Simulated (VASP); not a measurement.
# C (Fd-3m) in VASP: a series of runs, part 2 of 3

VASP 6.6.1. Earlier steps stand in the parts before.

## (3) G0W0 quasiparticle levels, PBE

File POSCAR:

```
C
1.0
    0.0000000000      1.7833700000      1.7833700000
    1.7833700000      0.0000000000      1.7833700000
    1.7833700000      1.7833700000      0.0000000000
C
2
Direct
    0.7500000000      0.7500000000      0.7500000000
    0.5000000000      0.5000000000      0.5000000000
```

File INCAR.step1:

```
ALGO = Normal
EDIFF = 1E-8
ENCUT = 450
GGA = PE
ISMEAR = 0
LASPH = T
LCHARG = F
LREAL = F
LWAVE = T
NELM = 60
PREC = Accurate
SIGMA = 0.01
```

File INCAR.step2:

```
ALGO = Exact
EDIFF = 1E-8
ENCUT = 450
GGA = PE
ISMEAR = 0
ISTART = 1
LASPH = T
LCHARG = F
LOPTICS = T
LREAL = F
LWAVE = T
NBANDS = 66
NELM = 1
PREC = Accurate
SIGMA = 0.01
```

File INCAR.step3:

```
ALGO = EVGW0
EDIFF = 1E-8
ENCUT = 450
ENCUTGW = 180
GGA = PE
ISMEAR = 0
ISTART = 1
LASPH = T
LCHARG = F
LREAL = F
LWAVE = F
NBANDS = 66
NBANDSGW = 12
NELMGW = 1
NOMEGA = 50
PREC = Accurate
PRECFOCK = Fast
SIGMA = 0.01
```

File KPOINTS:

```
k-points
0
Gamma
  6 6 6
```

Potentials or basis: VASP PAW PBE potentials, release 64 (C_GW).

Command:

```bash
cat potpaw_PBE.64/C_GW/POTCAR > POTCAR
cp INCAR.step1 INCAR
mpirun -np 1 vasp_std > vasp.out
cp INCAR.step2 INCAR
mpirun -np 1 vasp_std > vasp.out
cp INCAR.step3 INCAR
mpirun -np 1 vasp_std > vasp.out
```

OUTCAR:

```text
EDIFF = 1E-8
   ENCUT = 450
   ENCUTGW = 180
   GGA = PE
   ISMEAR = 0
   ISTART = 1
   LASPH = T
   LREAL = F
   NELMGW = 1
   PREC = Accurate
   PRECFOCK = Fast

 ion  position               nearest neighbor table
   1  0.750  0.750  0.750-   2 1.54   2 1.54   2 1.54   2 1.54
[... 194 lines left out ...]
      2       9.7648       9.1144     -17.5842     -16.7960     -19.1902       0.8251       2.0000       0.0746
      3       9.7648       9.1144     -17.5842     -16.7960     -19.1902       0.8251       2.0000       0.0746
      4       9.7648       9.1144     -17.5842     -16.7960     -19.1902       0.8251       2.0000       0.0746
      5      15.3571      16.4347     -14.2086     -15.5201      -9.3155       0.8216       0.0000      -0.1016
      6      15.3571      16.4347     -14.2086     -15.5201      -9.3155       0.8216       0.0000      -0.1016
      7      15.3571      16.4347     -14.2086     -15.5201      -9.3155       0.8216       0.0000      -0.1016
      8      23.0843      24.0492     -15.1310     -16.3838      -7.7910       0.7703       0.0000      -0.2493
      9      29.0602      29.3822     -11.4650     -11.8646      -4.3328       0.8059       0.0000      -0.4036
     10      36.3018      37.3045     -12.6687     -13.8796      -5.9010       0.8280       0.0000      -0.5886
     11      36.3018      37.3045     -12.6687     -13.8796      -5.9010       0.8280       0.0000      -0.5886
     12      37.3052      37.8806     -10.8189     -11.5093      -3.2624       0.8334       0.0000      -1.0922
[... 228 lines left out ...]
      1      -2.4552      -3.8592     -17.6384     -15.7849     -23.3700       0.7575       2.0000       0.4057
      2      -2.4552      -3.8592     -17.6384     -15.7849     -23.3700       0.7575       2.0000       0.4057
      3       1.9591       0.8053     -16.5638     -15.1083     -20.2508       0.7927       2.0000       0.1704
      4       1.9591       0.8053     -16.5638     -15.1083     -20.2508       0.7927       2.0000       0.1704
      5      17.9870      18.8230     -13.2223     -14.2402      -7.6243       0.8213       0.0000      -0.1326
      6      17.9870      18.8230     -13.2223     -14.2402      -7.6243       0.8213       0.0000      -0.1326
      7      24.2758      25.6112     -14.5073     -16.2365      -6.9610       0.7722       0.0000      -0.2886
      8      24.2758      25.6112     -14.5073     -16.2365      -6.9610       0.7722       0.0000      -0.2886
      9      31.4614      32.6210     -13.7763     -15.2592      -5.4866       0.7820       0.0000      -0.6236
     10      31.4614      32.6210     -13.7763     -15.2592      -5.4866       0.7820       0.0000      -0.6236
     11      40.4490      41.3296     -12.2953     -13.3861      -4.2495       0.8073       0.0000      -1.0622
     12      40.4490      41.3296     -12.2953     -13.3861      -4.2495       0.8073       0.0000      -1.0622
```

OUTCAR.step1:

```text
EDIFF = 1E-8
   ENCUT = 450
   GGA = PE
   ISMEAR = 0
   LASPH = T
[... 389 lines left out ...]
 -----------------------------------------------------------------------------------
      2.67505      2.67505      2.67505         0.000000      0.000000     -0.000000
      1.78337      1.78337      1.78337        -0.000000     -0.000000      0.000000
 -----------------------------------------------------------------------------------
    total drift:                                0.000000     -0.000000      0.000000

  FREE ENERGIE OF THE ION-ELECTRON SYSTEM (eV)
  ---------------------------------------------------
  free  energy   TOTEN  =       -18.1662879369 eV

  energy  without entropy=      -18.1662879369  energy(sigma->0) =      -18.16628794
```

OUTCAR.step2:

```text
EDIFF = 1E-8
   ENCUT = 450
   GGA = PE
   ISMEAR = 0
[... 852 lines left out ...]
  --------------------------------------------------------------------------------------------------------------
     0.00000     6.26821     6.26821     6.26821     0.00000     0.00000    -0.00000
     2.31928     6.57562     6.57562     6.57562     0.00000     0.00000    -0.00000
     4.63856     8.17342     8.17342     8.17342     0.00000     0.00000    -0.00000
     6.95784    11.46979    11.46979    11.46979     0.00000     0.00000    -0.00000
     9.27712    14.18980    14.18980    14.18980     0.00000     0.00000    -0.00000
    11.59640   -15.14297   -15.14297   -15.14297    -0.00000    -0.00000     0.00000
[... 92 lines left out ...]
   227.28946     0.98041     0.98041     0.98041    -0.00000    -0.00000     0.00000
   229.60874     0.98082     0.98082     0.98082    -0.00000    -0.00000     0.00000
```

Wall time 60 s (1 thread of Intel Xeon Platinum 8488C (Sapphire Rapids), shared host); peak memory 0.22 GiB.

What came out:

```yaml
Band_gap_on_the_k_mesh_mean-field_level: 4.15 eV, indirect (least direct gap 5.59 eV)
Quasiparticle_gap: 5.47 eV
Least_direct_quasiparticle_gap: 7.32 eV
```

Caveat: the k mesh is coarse (spacing up to 0.51 Å⁻¹), so the values aren't converged; the cutoff is under 1.25 times the usual one of these potentials, so pressure, stress and relaxed cells hold a basis-set (Pulay) error; bands, screening cutoff and mesh are small and nothing is extrapolated, so the quasiparticle values aren't converged. A k mesh can miss the band edges.

## (4) Band structure, PBE0

POSCAR is that of step 3.

File INCAR.step1:

```
SYSTEM = C
PREC = Accurate ; ENCUT = 520
EDIFF = 1E-5 ; ISMEAR = 0
SIGMA = 0.02 ; LREAL = .FALSE.
LASPH = .TRUE. ; NELM = 60
ALGO = Normal ; ISIF = 2
LWAVE = .TRUE. ; LCHARG = .FALSE.
GGA = PE
```

File INCAR.step2:

```
SYSTEM = C
PREC = Accurate ; ENCUT = 520
EDIFF = 1E-6 ; ISMEAR = 0
SIGMA = 0.02 ; LREAL = .FALSE.
LASPH = .TRUE. ; NELM = 60
ALGO = Normal ; ISIF = 2
LWAVE = .FALSE. ; LCHARG = .FALSE.
GGA = PE ; LHFCALC = .TRUE.
AEXX = 0.25 ; PRECFOCK = Fast
HFRCUT = -1 ; ISTART = 1
```

File KPOINTS:

```
regular mesh
0
G
  8 8 8
  0 0 0
```

File KPOINTS_OPT:

```
path GXWKGLUWLK,UX
12
line-mode
reciprocal
 0.0000000000  0.0000000000  0.0000000000  G
 0.5000000000  0.0000000000  0.5000000000  X

 0.5000000000  0.0000000000  0.5000000000  X
 0.5000000000  0.2500000000  0.7500000000  W

 0.5000000000  0.2500000000  0.7500000000  W
 0.3750000000  0.3750000000  0.7500000000  K

 0.3750000000  0.3750000000  0.7500000000  K
 0.0000000000  0.0000000000  0.0000000000  G

 0.0000000000  0.0000000000  0.0000000000  G
 0.5000000000  0.5000000000  0.5000000000  L

 0.5000000000  0.5000000000  0.5000000000  L
 0.6250000000  0.2500000000  0.6250000000  U

 0.6250000000  0.2500000000  0.6250000000  U
 0.5000000000  0.2500000000  0.7500000000  W

 0.5000000000  0.2500000000  0.7500000000  W
 0.5000000000  0.5000000000  0.5000000000  L

 0.5000000000  0.5000000000  0.5000000000  L
 0.3750000000  0.3750000000  0.7500000000  K

 0.6250000000  0.2500000000  0.6250000000  U
 0.5000000000  0.0000000000  0.5000000000  X
```

Potentials or basis: VASP PAW PBE potentials, release 64 (C).

Command:

```bash
cat potpaw_PBE.64/C/POTCAR > POTCAR
cp INCAR.step1 INCAR
mpirun -np 1 vasp_std > vasp.out
cp INCAR.step2 INCAR
mpirun -np 1 vasp_std > vasp.out
```

Run time: 6.1 min. Hardware: 1 thread of Intel Xeon 6975P-C (Granite Rapids), shared host; peak memory 0.16 GiB.

The run converged. Its results:

- Free energy: -22.1216 eV
- Pressure: -7.4 GPa
- Band gap on the k mesh: 6.03 eV, indirect (least direct gap 7.69 eV)
- Band gap along the path: 6.03 eV, indirect (least direct gap 7.69 eV)

Levels at the corners of the path, in eV from the valence-band top:
| point | band 1 | band 2 | band 3 | band 4 | band 5 | band 6 | band 7 | band 8 |
| --- | --- | --- | --- | --- | --- | --- | --- | --- |
| Γ | -23.59 | 0.00 | 0.00 | 0.00 | 7.69 | 7.69 | 7.69 | 16.03 |
| X | -14.13 | -14.13 | -6.91 | -6.91 | 6.66 | 6.66 | 19.99 | 19.99 |
| X | -14.13 | -14.13 | -6.91 | -6.91 | 6.66 | 6.66 | 19.99 | 19.99 |
| W | -13.29 | -13.29 | -9.09 | -9.09 | 12.93 | 12.93 | 15.02 | 15.02 |
| W | -13.29 | -13.29 | -9.09 | -9.09 | 12.93 | 12.93 | 15.02 | 15.02 |
| K | -14.40 | -12.99 | -10.17 | -5.89 | 7.65 | 13.15 | 17.31 | 18.64 |
| K | -14.40 | -12.99 | -10.17 | -5.89 | 7.65 | 13.15 | 17.31 | 18.64 |
| Γ | -23.59 | 0.00 | 0.00 | 0.00 | 7.69 | 7.69 | 7.69 | 16.03 |
| Γ | -23.59 | 0.00 | 0.00 | 0.00 | 7.69 | 7.69 | 7.69 | 16.03 |
| L | -17.38 | -14.68 | -3.09 | -3.09 | 10.77 | 10.77 | 11.10 | 18.39 |
| L | -17.38 | -14.68 | -3.09 | -3.09 | 10.77 | 10.77 | 11.10 | 18.39 |
| U | -14.40 | -12.99 | -10.17 | -5.89 | 7.65 | 13.15 | 17.31 | 18.64 |
| U | -14.40 | -12.99 | -10.17 | -5.89 | 7.65 | 13.15 | 17.31 | 18.64 |
| W | -13.29 | -13.29 | -9.09 | -9.09 | 12.93 | 12.93 | 15.02 | 15.02 |
| W | -13.29 | -13.29 | -9.09 | -9.09 | 12.93 | 12.93 | 15.02 | 15.02 |
| L | -17.38 | -14.68 | -3.09 | -3.09 | 10.77 | 10.77 | 11.10 | 18.39 |
| L | -17.38 | -14.68 | -3.09 | -3.09 | 10.77 | 10.77 | 11.10 | 18.39 |
| K | -14.40 | -12.99 | -10.17 | -5.89 | 7.65 | 13.15 | 17.31 | 18.64 |
| U | -14.40 | -12.99 | -10.17 | -5.89 | 7.65 | 13.15 | 17.31 | 18.64 |
| X | -14.13 | -14.13 | -6.91 | -6.91 | 6.66 | 6.66 | 19.99 | 19.99 |

Caveat: the PAW data sets were made with another functional, which shifts forces and pressure a little.

## (5) G0W0 quasiparticle levels, PBE

POSCAR is that of step 4.

File INCAR.step1:

```
SYSTEM = C
  PREC = Accurate
  ENCUT = 450
  EDIFF = 1E-8
  ISMEAR = 0
  SIGMA = 0.01
  LREAL = .FALSE.
  LASPH = .TRUE.
  NELM = 100
  ALGO = Normal
  LWAVE = .TRUE.
  LCHARG = .FALSE.
  GGA = PE
```

File INCAR.step2:

```
SYSTEM = C
  PREC = Accurate
  ENCUT = 450
  EDIFF = 1E-8
  ISMEAR = 0
  SIGMA = 0.01
  LREAL = .FALSE.
  LASPH = .TRUE.
  NELM = 1
  ALGO = Exact
  LWAVE = .TRUE.
  LCHARG = .FALSE.
  GGA = PE
  NBANDS = 37
  LOPTICS = .TRUE.
  ISTART = 1
```

File INCAR.step3:

```
SYSTEM = C
  PREC = Accurate
  ENCUT = 450
  EDIFF = 1E-8
  ISMEAR = 0
  SIGMA = 0.01
  LREAL = .FALSE.
  LASPH = .TRUE.
  ALGO = EVGW0
  LWAVE = .FALSE.
  LCHARG = .FALSE.
  GGA = PE
  NELMGW = 1
  NBANDS = 37
  ENCUTGW = 120
  NOMEGA = 50
  PRECFOCK = Fast
  ISTART = 1
  NBANDSGW = 12
```

File KPOINTS:

```
Automatic mesh
0
G
  8 8 8
  0 0 0
```

Potentials or basis: VASP PAW PBE potentials, release 64 (C_GW).

Command:

```bash
cat potpaw_PBE.64/C_GW/POTCAR > POTCAR
cp INCAR.step1 INCAR
mpirun -np 1 vasp_std > vasp.out
cp INCAR.step2 INCAR
mpirun -np 1 vasp_std > vasp.out
cp INCAR.step3 INCAR
mpirun -np 1 vasp_std > vasp.out
```

OUTCAR:

```text
SYSTEM = C
   PREC = Accurate
   ENCUT = 450
   EDIFF = 1E-8
   ISMEAR = 0
   LREAL = .FALSE.
   LASPH = .TRUE.
   GGA = PE
   NELMGW = 1
   ENCUTGW = 120
   PRECFOCK = Fast
   ISTART = 1

 ion  position               nearest neighbor table
   1  0.750  0.750  0.750-   2 1.54   2 1.54   2 1.54   2 1.54
   2  0.500  0.500  0.500-   1 1.54   1 1.54   1 1.54   1 1.54

  LATTYP: Found a face centered cubic cell.
 ALAT       =     3.5667400000

  Lattice vectors:

 A1 = (   0.0000000000,   1.7833700000,   1.7833700000)
 A2 = (   1.7833700000,   0.0000000000,   1.7833700000)
 A3 = (   1.7833700000,   1.7833700000,   0.0000000000)

Analysis of symmetry for initial positions (statically):
=====================================================================
 Subroutine PRICEL returns:
 Original cell was already a primitive cell.
[... 168 lines left out ...]
   NELMHF              =     1    number of iterations in the inner HF iteration
   NKREDLFX            =     1    NKREDLFY  =   1   NKREDLFZ  =   1
 non-spin polarized calculation
 Gauss-broadening in eV      SIGMA  =   0.01
  energy-cutoff  :      450.00
  volume of cell :       11.34
 maximum number of plane-waves:       262
 NGX is ok and might be reduce to    18
  NGX = 12; NGY = 12; NGZ = 12
   NGX =  9   NGY =  9   NGZ =  9
 maximum number of plane-waves:        40
 NGX is ok and might be reduce to    12

 QP shifts <psi_nk| G(iteration)W_0 |psi_nk>: iteration 1
 for sc-GW calculations column KS-energies equals QP-energies in previous step
 and V_xc(KS)=  KS-energies - (<T + V_ion + V_H > + <T+V_H+V_ion>^1  + <V_x>^1)

 k-point   1 :       0.0000    0.0000    0.0000
  band No.  KS-energies  QP-energies   sigma(KS)   V_xc(KS)     V^pw_x(r,r')   Z            occupation Imag(sigma)

      1     -11.7116     -13.1842     -16.7272     -14.7757     -25.4247       0.7546       2.0000       1.4554
      2       9.7617       9.4552     -17.1653     -16.7953     -19.1037       0.8282       2.0000       0.0683
      3       9.7617       9.4552     -17.1653     -16.7953     -19.1037       0.8282       2.0000       0.0683
      4       9.7617       9.4552     -17.1653     -16.7953     -19.1037       0.8282       2.0000       0.0683
      5      15.3549      16.6745     -13.9202     -15.5203      -9.3833       0.8247       0.0000      -0.0987
      6      15.3549      16.6745     -13.9202     -15.5203      -9.3833       0.8247       0.0000      -0.0987
      7      15.3549      16.6745     -13.9202     -15.5203      -9.3833       0.8247       0.0000      -0.0987
      8      23.0812      24.4066     -14.6739     -16.3840      -7.8119       0.7751       0.0000      -0.2332
      9      29.0581      29.5564     -11.2522     -11.8674      -4.3398       0.8099       0.0000      -0.4072
     10      36.3010      37.6255     -12.2865     -13.8800      -5.9093       0.8312       0.0000      -0.5784
     11      36.3010      37.6255     -12.2865     -13.8800      -5.9093       0.8312       0.0000      -0.5784
     12      37.3046      38.0356     -10.6305     -11.5116      -3.2656       0.8296       0.0000      -1.0414
[... 356 lines left out ...]
      1      -4.9287      -6.1436     -17.3272     -15.7133     -24.2817       0.7528       2.0000       0.6290
      2      -2.5992      -3.7048     -16.2921     -14.8373     -21.9432       0.7600       2.0000       0.3716
      3       3.4523       2.5906     -16.8958     -15.8179     -20.6970       0.7994       2.0000       0.1467
      4       5.0774       4.3686     -16.7200     -15.8448     -19.9201       0.8099       2.0000       0.1148
      5      18.0647      19.2159     -12.8732     -14.2691      -7.6067       0.8247       0.0000      -0.1251
      6      19.2101      20.5328     -13.7442     -15.3732      -8.1004       0.8120       0.0000      -0.1455
      7      22.8140      24.4520     -14.3831     -16.4767      -7.6153       0.7823       0.0000      -0.2289
      8      24.6304      26.1880     -13.7167     -15.7238      -6.4476       0.7761       0.0000      -0.2948
      9      28.0933      29.1149     -12.1060     -13.3671      -5.5485       0.8100       0.0000      -0.3300
     10      33.6834      35.1532     -13.4740     -15.3618      -5.0593       0.7785       0.0000      -0.8008
     11      36.1054      37.2963     -12.1570     -13.6287      -4.6321       0.8092       0.0000      -0.8092
     12      38.9251      39.6967     -11.0776     -12.0130      -3.8087       0.8250       0.0000      -0.9489

 [... further k-points ...]
```

OUTCAR.step1:

```text
SYSTEM = C
   PREC = Accurate
   ENCUT = 450
   EDIFF = 1E-8
   ISMEAR = 0
[... 490 lines left out ...]
      2.67505      2.67505      2.67505         0.000000      0.000000      0.000000
      1.78337      1.78337      1.78337        -0.000000     -0.000000     -0.000000
 -----------------------------------------------------------------------------------
    total drift:                                0.000000     -0.000000      0.000000

  FREE ENERGIE OF THE ION-ELECTRON SYSTEM (eV)
  ---------------------------------------------------
  free  energy   TOTEN  =       -18.1757835281 eV

  energy  without entropy=      -18.1757835281  energy(sigma->0) =      -18.17578353
```

It took 2.3 min on 1 thread of Intel Xeon Platinum 8488C (Sapphire Rapids), shared host; peak memory 0.3 GiB.

What came out:

* Band gap on the k mesh, mean-field level: 4.13 eV, indirect (least direct gap 5.59 eV)
* Quasiparticle gap: 5.28 eV
* Least direct quasiparticle gap: 7.22 eV

Levels at points of the mesh, in eV from the valence-band top:
```tsv
k point	band 1	band 2	band 3	band 4	band 5	band 6	band 7	band 8
(0.00, 0.00, 0.00)	-21.47	0.00	0.00	0.00	5.59	5.59	5.59	13.32
(0.50, 0.00, 0.00)	-15.70	-13.37	-2.79	-2.79	8.46	8.46	8.84	15.70
(0.50, 0.50, 0.00)	-12.76	-12.76	-6.30	-6.30	4.76	4.76	16.81	16.81
```

Caveat: the cutoff is under 1.25 times the usual one of these potentials, so pressure, stress and relaxed cells hold a basis-set (Pulay) error; bands, screening cutoff and mesh are small and nothing is extrapolated, so the quasiparticle values aren't converged.

(Continued in part 3 of 3.)
